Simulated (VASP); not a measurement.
# Pr (Fm-3m) in VASP: reference runs

How does Pr come out in PBE? The cell is run as given and disturbed, then over a range of volumes.

All numbers are computed with VASP 6.6.1; they aren't measurements. Logs are shortened: lines on timing, memory, paths and dates and some standing lists are left out, and cuts for length are marked.

**1. The crystal as given**

Symmetry: Fm-3m, No. 225, cubic system. Conventional cell: a = 5.161 Å, b = 5.161 Å, c = 5.161 Å, α = 90.00°, β = 90.00°, γ = 90.00°. Around Pr (site symmetry m-3m) lie 12 Pr at 3.65 Å.

This isn't the form of Pr at room conditions, which is double hcp.

**2. Single point, PBE, collinear spin, ferromagnetic start**

Contents of INCAR:

```
SYSTEM = Pr
ALGO = Normal
EDIFF = 1E-7
ENCUT = 520
GGA = PE
ISIF = 2
ISMEAR = -1
ISPIN = 2
LASPH = .True.
LCHARG = .True.
LELF = .True.
LMAXMIX = 6
LORBIT = 11
LREAL = .False.
LVHAR = .True.
LWAVE = .False.
MAGMOM = 2
NBANDS = 16
NELM = 100
PREC = Accurate
SIGMA = 0.05
```

Contents of KPOINTS:

```
k-points
0
Gamma
  9 9 9
  0 0 0
```

Contents of POSCAR:

```
Pr
1.0
    0.0000000000      2.5805000000      2.5805000000
    2.5805000000      0.0000000000      2.5805000000
    2.5805000000      2.5805000000      0.0000000000
Pr
1
Direct
    0.0000000000      0.0000000000      0.0000000000
```

Potentials or basis: VASP PAW PBE potentials, release 64 (Pr).

Launch:

```sh
cat potpaw_PBE.64/Pr/POTCAR > POTCAR
mpirun -np 1 vasp_std > vasp.out
```

OUTCAR:

```text
SYSTEM = Pr
   EDIFF = 1E-7
   ENCUT = 520
   GGA = PE
   ISIF = 2
   ISMEAR = -1
   ISPIN = 2
   LASPH = .True.
   LORBIT = 11
   LREAL = .False.
   NELM = 100
   PREC = Accurate

 ion  position               nearest neighbor table
   1  0.000  0.000  0.000-

  LATTYP: Found a face centered cubic cell.
 ALAT       =     5.1610000000

  Lattice vectors:

 A1 = (   0.0000000000,   2.5805000000,   2.5805000000)
 A2 = (   2.5805000000,   0.0000000000,   2.5805000000)
 A3 = (   2.5805000000,   2.5805000000,   0.0000000000)

Analysis of symmetry for initial positions (statically):
=====================================================================
 Subroutine PRICEL returns:
 Original cell was already a primitive cell.

 Routine SETGRP: Setting up the symmetry group for a
 face centered cubic supercell.

 Subroutine GETGRP returns: Found 48 space group operations
 (whereof 48 operations were pure point group operations)
 out of a pool of 48 trial point group operations.

The static configuration has the point symmetry O_h .

Analysis of symmetry for dynamics (positions and initial velocities):
=====================================================================
 Subroutine PRICEL returns:
 Original cell was already a primitive cell.

 Routine SETGRP: Setting up the symmetry group for a
 face centered cubic supercell.

 Subroutine GETGRP returns: Found 48 space group operations
 (whereof 48 operations were pure point group operations)
 out of a pool of 48 trial point group operations.

The dynamic configuration has the point symmetry O_h .

Analysis of structural, dynamic, and magnetic symmetry:
=====================================================================
 Subroutine PRICEL returns:
 Original cell was already a primitive cell.

 Routine SETGRP: Setting up the symmetry group for a
 face centered cubic supercell.

 Subroutine GETGRP returns: Found 48 space group operations
 (whereof 48 operations were pure point group operations)
 out of a pool of 48 trial point group operations.

The overall configuration has the point symmetry O_h .

 Subroutine INISYM returns: Found 48 space group operations
 (whereof 48 operations are pure point group operations),
 and found     1 'primitive' translations

----------------------------------------------------------------------------------------

                                     Primitive cell

  volume of cell :      34.3670

  direct lattice vectors                    reciprocal lattice vectors
     0.000000000  2.580500000  2.580500000    -0.193760899  0.193760899  0.193760899
     2.580500000  0.000000000  2.580500000     0.193760899 -0.193760899  0.193760899
     2.580500000  2.580500000  0.000000000     0.193760899  0.193760899 -0.193760899

  length of vectors
     3.649378098  3.649378098  3.649378098     0.335603722  0.335603722  0.335603722

  position of ions in fractional coordinates (direct lattice)
     0.000000000  0.000000000  0.000000000

  ion indices of the primitive-cell ions
   primitive index   ion index
                 1           1

----------------------------------------------------------------------------------------

 KPOINTS: k-points

Automatic generation of k-mesh.
 Grid dimensions read from file:
 generate k-points for:    9    9    9

 Generating k-lattice:

  Cartesian coordinates                     Fractional coordinates (reciprocal lattice)
    -0.021528989  0.021528989  0.021528989     0.111111111  0.000000000  0.000000000
     0.021528989 -0.021528989  0.021528989     0.000000000  0.111111111  0.000000000
     0.021528989  0.021528989 -0.021528989     0.000000000  0.000000000  0.111111111

  Length of vectors
     0.037289302  0.037289302  0.037289302

  Shift w.r.t. Gamma in fractional coordinates (k-lattice)
     0.000000000  0.000000000  0.000000000
[... 49 lines left out ...]
   ENCUT  =  520.0 eV  38.22 Ry    6.18 a.u.   6.79  6.79  6.79*2*pi/ulx,y,z
   NELM   =    100;   NELMIN=  2; NELMDL= -5     # of ELM steps
   EDIFF  = 0.1E-06   stopping-criterion for ELM
   LREAL  =      F    real-space projection
   EDIFFG = 0.1E-05   stopping-criterion for IOM
   NSW    =      0    number of steps for IOM
   IBRION =     -1    ionic relax: 0-MD 1-quasi-New 2-CG
   NFREE  =      0    steps in history (QN), initial steepest desc. (CG)
   ISIF   =      2    stress and relaxation
   ISYM   =      2    0-nonsym 1-usesym 2-fastsym
   POTIM  = 0.5000    time-step for ionic-motion
   TEBEG  =    0.0;   TEEND  =   0.0 temperature during run
   PSTRESS=    0.0 pullay stress
   NELECT =      13.0000    total number of electrons
   NUPDOWN=      -1.0000    fix difference up-down
   EMIN   =  10.00;   EMAX   =-10.00  energy-range for DOS
   EFERMI =   0.00;   METHOD = LEGACY
   ISMEAR =    -1;   SIGMA  =   0.05  broadening in eV -4-tet -1-fermi 0-gaus
   EFERMI_NEDOS =   21; number of points for ismear=-14 and -15
   IALGO  =     38    algorithm
   IMIX   =      4    mixing-type and parameters
     AMIX     =   0.40;   BMIX     =  1.00
     AMIX_MAG =   1.60;   BMIX_MAG =  1.00
  volume/ion in A,a.u.               =      34.37       231.92
  Fermi-wavevector in a.u.,A,eV,Ry     =   1.183974  2.237386 19.072564  1.401794
  Thomas-Fermi vector in A             =   2.320197
   LORBIT       =     11    0 simple, 1 ext, 2 COOP (PROOUT), +10 PAW based schemes
   GGA     = PE    functional components
   LHFCALC =     F    Hartree Fock is set to
   AEXX    =    0.0000 exact exchange contribution
   IVDW    =     0    specifies the selected vdW correction
   LEPSILON=     F    determine dielectric tensor
   LRPA    =     F    only Hartree local field effects (RPA)
 spin polarized calculation
  energy-cutoff  :      520.00
  volume of cell :       34.37
 maximum number of plane-waves:       944
   NGX = 13   NGY = 13   NGZ = 13

 number of electron      13.0000003 magnetization       2.6712805

 Free energy of the ion-electron system (eV)
  ---------------------------------------------------
  ext. energy  EPLUGINS =         0.00000000
  ---------------------------------------------------
  free energy    TOTEN  =        -5.47669911 eV

  energy without entropy =       -5.41215211  energy(sigma->0) =       -5.44442561

 E-fermi :   6.1331     XC(G=0):  -9.9545

 val. band max:        6.1261057282   @ k =   0.3333   0.0000   0.0000
 cond. band min:       6.1349121525   @ k =   0.4444   0.3333   0.1111
 fundamental gap:      0.0088064242
 Fermi energy:         6.1331166299

 spin component 1

 k-point     1 :       0.0000    0.0000    0.0000
  band No.  band energies     occupation
      1     -29.9684      1.00000
      2     -11.3150      1.00000
      3     -11.3150      1.00000
      4     -11.3149      1.00000
      5       2.2862      1.00000
      6       5.4330      1.00000
[... 435 lines left out ...]
      5       4.0259      1.00000
      6       4.6342      1.00000
[... 8 lines left out ...]
     15      12.0609      0.00000
     16      12.2620      0.00000

 [... further k-points ...]

 spin component 2

 k-point     1 :       0.0000    0.0000    0.0000
  band No.  band energies     occupation
      1     -28.8916      1.00000
      2     -10.4567      1.00000
      3     -10.4567      1.00000
      4     -10.4567      1.00000
      5       2.9016      1.00000
      6       7.6347      0.00000
[... 435 lines left out ...]
      5       4.4947      1.00000
      6       5.2681      1.00000
[... 8 lines left out ...]
     15      12.6338      0.00000
     16      12.9185      0.00000

 [... further k-points ...]

------------------------ aborting loop because EDIFF is reached ----------------------------------------

 total charge

# of ion       s       p       d       f       tot
--------------------------------------------------
    1        2.001   5.277   0.585   2.159  10.022

 magnetization (x)

# of ion       s       p       d       f       tot
--------------------------------------------------
    1       -0.009  -0.020   0.105   2.108   2.184

  FORCE on cell =-STRESS in cart. coord.  units (eV):
  Direction    XX          YY          ZZ          XY          YZ          ZX
  --------------------------------------------------------------------------------------
  -------------------------------------------------------------------------------------
  Total       -0.1195438     -0.1195438     -0.1195438      0.0000000      0.0000000      0.0000000
  in kB       -5.5730908     -5.5730908     -5.5730908      0.0000000      0.0000000      0.0000000
  external PRESSURE =      -5.5730908 kB  Pullay stress =       0.0000000 kB

 VOLUME and BASIS-vectors are now :
 -----------------------------------------------------------------------------
  energy-cutoff  :      520.00
  volume of cell :       34.37
      direct lattice vectors                 reciprocal lattice vectors
     0.000000000  2.580500000  2.580500000    -0.193760899  0.193760899  0.193760899
     2.580500000  0.000000000  2.580500000     0.193760899 -0.193760899  0.193760899
     2.580500000  2.580500000  0.000000000     0.193760899  0.193760899 -0.193760899

  length of vectors
     3.649378098  3.649378098  3.649378098     0.335603722  0.335603722  0.335603722

 FORCES acting on ions
    electron-ion (+dipol)            ewald-force                    non-local-force                 convergence-correction
 -----------------------------------------------------------------------------------------------
   0.471E-14 0.521E-14 0.267E-14   -.373E-15 -.333E-15 0.721E-15   -.132E-22 0.265E-22 -.132E-22   -.254E-14 -.246E-13 -.649E-14
 -----------------------------------------------------------------------------------------------
   0.471E-14 0.521E-14 0.267E-14   -.373E-15 -.333E-15 0.721E-15   -.132E-22 0.265E-22 -.132E-22   -.254E-14 -.246E-13 -.649E-14

 POSITION                                       TOTAL-FORCE (eV/Angst)
 -----------------------------------------------------------------------------------
      0.00000      0.00000      0.00000         0.000000      0.000000      0.000000
 -----------------------------------------------------------------------------------
    total drift:                                0.000000     -0.000000     -0.000000

--------------------------------------------------------------------------------------------------------

  FREE ENERGIE OF THE ION-ELECTRON SYSTEM (eV)
  ---------------------------------------------------
  free  energy   TOTEN  =        -5.4766991115 eV

  energy  without entropy=       -5.4121521144  energy(sigma->0) =       -5.44442561

--------------------------------------------------------------------------------------------------------

--------------------------------------------------------------------------------------------------------

 total charge

# of ion       s       p       d       f       tot
--------------------------------------------------
    1        2.001   5.277   0.585   2.159  10.022

 magnetization (x)

# of ion       s       p       d       f       tot
--------------------------------------------------
    1       -0.009  -0.020   0.105   2.108   2.184

=======================================================================
```

Wall time 63 s (1 thread of Intel Xeon Platinum 8488C (Sapphire Rapids), shared host); peak memory 0.19 GiB.

Results:

* Free energy: -5.4767 eV
* Pressure: -0.6 GPa
* Band gap on the k mesh: none (metal or under the smearing width)
* Net moment: 2.67 μB per cell
* Site moments: Pr +2.18 μB
* Valence electrons inside the program's atomic spheres: Pr 10.02

Levels at points of the mesh, in eV from the Fermi level:
Spin up:
| k point | band 5 | band 6 | band 7 | band 8 | band 9 | band 10 | band 11 | band 12 |
| --- | --- | --- | --- | --- | --- | --- | --- | --- |
| (0.00, 0.00, 0.00) | -3.85 | -0.70 | -0.16 | -0.16 | -0.16 | 0.79 | 0.79 | 0.79 |
Spin down:
```tsv
k point	band 3	band 4	band 5	band 6	band 7	band 8
(0.00, 0.00, 0.00)	-16.59	-16.59	-3.23	1.50	1.64	1.64
```

Caveat: the magnetic or orbital state may not be the lowest; spin-orbit coupling is left out, which moves the levels of the heavy elements.

**3. Equation of state, PBE, collinear spin, ferromagnetic start, 32.30 Å³/atom (volume scaled by 0.94)**

Contents of INCAR:

```
PREC = Accurate
ENCUT = 520
EDIFF = 1E-7
ISMEAR = -1
SIGMA = 0.05
LREAL = False
LASPH = True
NELM = 120
ALGO = Normal
ISIF = 2
LWAVE = False
LCHARG = False
ISPIN = 2
MAGMOM = 2
LORBIT = 11
LMAXMIX = 6
GGA = PE
NBANDS = 16
```

Contents of KPOINTS:

```
Automatic mesh
0
Gamma
  9 9 9
```

Contents of POSCAR:

```
Pr
1.0
    0.0000000000      2.5278219535      2.5278219535
    2.5278219535      0.0000000000      2.5278219535
    2.5278219535      2.5278219535      0.0000000000
Pr
1
Direct
    0.0000000000      0.0000000000      0.0000000000
```

Potentials or basis: VASP PAW PBE potentials, release 64 (Pr).

Launch:

```sh
cat potpaw_PBE.64/Pr/POTCAR > POTCAR
mpirun -np 1 vasp_std > vasp.out
```

Wall time 80 s (1 thread of Intel Xeon Platinum 8488C (Sapphire Rapids), shared host); peak memory 0.19 GiB.

Results (log left out):

```yaml
Free_energy: -5.4746 eV
Pressure: 0.7 GPa
Band_gap_on_the_k_mesh: none (metal or under the smearing width)
Net_moment: 2.58 μB per cell
Site_moments: Pr +2.13 μB
Valence_electrons_inside_the_program's_atomic_spheres: Pr 10.04
```

Caveat: the magnetic or orbital state may not be the lowest; spin-orbit coupling is left out, which moves the levels of the heavy elements.

**4. Equation of state, PBE, collinear spin, ferromagnetic start, 32.99 Å³/atom (volume scaled by 0.96)**

Contents of INCAR:

```
SYSTEM = Pr
ALGO     = Normal         ! electronic algorithm
EDIFF    = 1E-7           ! SCF threshold, eV
ENCUT    = 520            ! plane-wave cutoff, eV
GGA      = PE             ! functional
ISIF     = 2              ! what is computed and relaxed
ISMEAR   = -1             ! smearing method
ISPIN    = 2              ! spin polarisation
LASPH    = .TRUE.         ! aspherical terms in the spheres
LCHARG   = .FALSE.        ! write CHGCAR
LMAXMIX  = 6              ! l up to which the mixer works
LORBIT   = 11             ! projections on sites
LREAL    = .FALSE.        ! projectors in reciprocal space
LWAVE    = .FALSE.        ! write WAVECAR
MAGMOM   = 2              ! initial moments
NBANDS   = 16             ! bands
NELM     = 120            ! most SCF steps
PREC     = Accurate       ! precision mode
SIGMA    = 0.05           ! smearing width, eV
```

Contents of KPOINTS:

```
k-points
0
G
  9 9 9
  0 0 0
```

Contents of POSCAR:

```
Pr
1.0
    0.0000000000      2.5456241031      2.5456241031
    2.5456241031      0.0000000000      2.5456241031
    2.5456241031      2.5456241031      0.0000000000
Pr
1
Direct
    0.0000000000      0.0000000000      0.0000000000
```

Potentials or basis: VASP PAW PBE potentials, release 64 (Pr).

Launch:

```sh
cat potpaw_PBE.64/Pr/POTCAR > POTCAR
mpirun -np 1 vasp_std > vasp.out
```

OUTCAR:

```text
SYSTEM = Pr
   EDIFF = 1E-7
   ENCUT = 520
   GGA = PE
   ISIF = 2
   ISMEAR = -1
   ISPIN = 2
   LASPH = .TRUE.
   LORBIT = 11
   LREAL = .FALSE.
   NELM = 120
   PREC = Accurate

 Found     35 irreducible k-points:

 Following reciprocal coordinates:
            Coordinates               Weight
  0.000000  0.000000  0.000000      1.000000
  0.111111  0.000000  0.000000      8.000000
  0.222222  0.000000  0.000000      8.000000
[... 351 lines left out ...]
   0.522E-14 0.799E-14 0.453E-14   -.391E-15 -.327E-15 0.105E-14   0.134E-23 -.310E-24 0.000E+00   -.565E-14 -.370E-13 -.126E-13

 POSITION                                       TOTAL-FORCE (eV/Angst)
 -----------------------------------------------------------------------------------
      0.00000      0.00000      0.00000         0.000000     -0.000000      0.000000
 -----------------------------------------------------------------------------------
    total drift:                               -0.000000     -0.000000     -0.000000

--------------------------------------------------------------------------------------------------------

  FREE ENERGIE OF THE ION-ELECTRON SYSTEM (eV)
  ---------------------------------------------------
  free  energy   TOTEN  =        -5.4771275538 eV

  energy  without entropy=       -5.4132706910  energy(sigma->0) =       -5.44519912

--------------------------------------------------------------------------------------------------------

--------------------------------------------------------------------------------------------------------

 total charge

# of ion       s       p       d       f       tot
--------------------------------------------------
    1        2.002   5.271   0.615   2.147  10.034

 magnetization (x)

# of ion       s       p       d       f       tot
--------------------------------------------------
    1       -0.008  -0.020   0.096   2.084   2.152

=======================================================================
```

OSZICAR:

```text
N       E                     dE             d eps       ncg     rms          rms(c)
DAV:   1     0.882804982329E+02    0.88280E+02   -0.49071E+03  2480   0.153E+03
DAV:   2     0.163657822996E+01   -0.86644E+02   -0.77394E+02  3248   0.219E+02
[... 17 lines left out ...]
DAV:  20    -0.547712596956E+01    0.24455E-05   -0.60088E-07  2936   0.959E-03    0.207E-03
DAV:  21    -0.547712696250E+01   -0.99294E-06   -0.30929E-08  1360   0.270E-03    0.832E-04
DAV:  22    -0.547712725424E+01   -0.29174E-06   -0.14133E-08  1296   0.248E-03    0.183E-03
DAV:  23    -0.547712737683E+01   -0.12259E-06   -0.53488E-09  1288   0.173E-03    0.818E-04
DAV:  24    -0.547712751702E+01   -0.14018E-06   -0.34756E-09  1256   0.112E-03    0.476E-04
DAV:  25    -0.547712755382E+01   -0.36802E-07   -0.21848E-09  1216   0.101E-03
   1 F= -.54771276E+01 E0= -.54451991E+01  d E =-.638569E-01  mag=     2.6100
```

stdout:

```text
POSCAR found type information on POSCAR Pr
 POSCAR found :  1 types and       1 ions
 scaLAPACK will be used
 LDA part: xc-table for (Slater+PW92), standard interpolation
 POSCAR, INCAR and KPOINTS ok, starting setup
 FFT: planning ... GRIDC
 FFT: planning ... GRID_SOFT
 FFT: planning ... GRID
 WAVECAR not read
 entering main loop
```

Run time: 64 s. Hardware: 1 thread of Intel Xeon Platinum 8488C (Sapphire Rapids), shared host; peak memory 0.19 GiB.

Results:

- Free energy: -5.4771 eV
- Pressure: 0.3 GPa
- Band gap on the k mesh: none (metal or under the smearing width)
- Net moment: 2.61 μB per cell
- Site moments: Pr +2.15 μB
- Valence electrons inside the program's atomic spheres: Pr 10.03

Caveat: the magnetic or orbital state may not be the lowest; spin-orbit coupling is left out, which moves the levels of the heavy elements.

**5. Equation of state, PBE, collinear spin, ferromagnetic start, 33.68 Å³/atom (volume scaled by 0.98)**

Contents of INCAR:

```
  PREC = Accurate
  ENCUT = 520
  EDIFF = 1E-7
  ISMEAR = -1
  SIGMA = 0.05
  LREAL = False
  LASPH = True
  NELM = 150
  ALGO = Normal
  ISIF = 2
  LWAVE = False
  LCHARG = False
  ISPIN = 2
  MAGMOM = 2
  LORBIT = 11
  LMAXMIX = 6
  GGA = PE
  NBANDS = 16
```

Contents of KPOINTS:

```
Automatic mesh
0
Gamma
  9 9 9
```

Contents of POSCAR:

```
Pr
1.0
    0.0000000000      2.5631806862      2.5631806862
    2.5631806862      0.0000000000      2.5631806862
    2.5631806862      2.5631806862      0.0000000000
Pr
1
Direct
    0.0000000000      0.0000000000      0.0000000000
```

Launch:

```sh
cat potpaw_PBE.64/Pr/POTCAR > POTCAR
mpirun -np 1 vasp_std > vasp.out
```

It took 71 s on 1 thread of Intel Xeon Platinum 8488C (Sapphire Rapids), shared host; peak memory 0.19 GiB.

Results (log left out):

```
Free energy                                           : -5.4778 eV
Pressure                                              : -0.2 GPa
Band gap on the k mesh                                : none (metal or under the smearing width)
Net moment                                            : 2.64 μB per cell
Site moments                                          : Pr +2.17 μB
Valence electrons inside the program's atomic spheres : Pr 10.03
```

Caveat: the magnetic or orbital state may not be the lowest; spin-orbit coupling is left out, which moves the levels of the heavy elements.

[end of part 1 of 2]
